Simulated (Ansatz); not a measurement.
Hf, 2 atoms in the cell. Symmetry: P6_3/mmc, No. 194, hexagonal system. The conventional cell has a = 3.197 Å, b = 3.197 Å, c = 5.058 Å, α = 90.00°, β = 90.00°, γ = 120.00°. Hf (site symmetry -6m2) is surrounded by 12 Hf at 3.13 to 3.20 Å. 

```yaml
Program: Ansatz 0.2.0
Task: band structure
Functional: PBE
Potentials_or_basis: Ansatz NC
Cutoff: "1143 eV (not typed: the program's choice for these potentials)"
k_mesh: 10 × 10 × 5
Occupations: fermi-dirac, width 0.05 eV
Spin: no spin polarisation
Path: "[[\"G\", \"M\", \"K\", \"G\", \"A\", \"L\", \"H\", \"A\"], [\"L\", \"M\"], [\"K\", \"H\"]]"
Points_for_each_segment_of_the_path: 14
```

Potentials or basis: Ansatz NC.

Command:

```bash
$ ansatz run input.yaml --threads 2 --pin off --max-ram 5632MiB --backend cpu --events-out ev --progress --plain --runs-dir out
```

Hardware: 2 threads of Arm Neoverse V1, with other jobs on the host.

Question: Estimate the wall time of this run.

Answer: Wall time 16 s on 2 threads of Arm Neoverse V1 (shared host), peak memory 0.65 GiB. Counts: scf iterations 7, plane waves 3981, k points 42, bands 32.
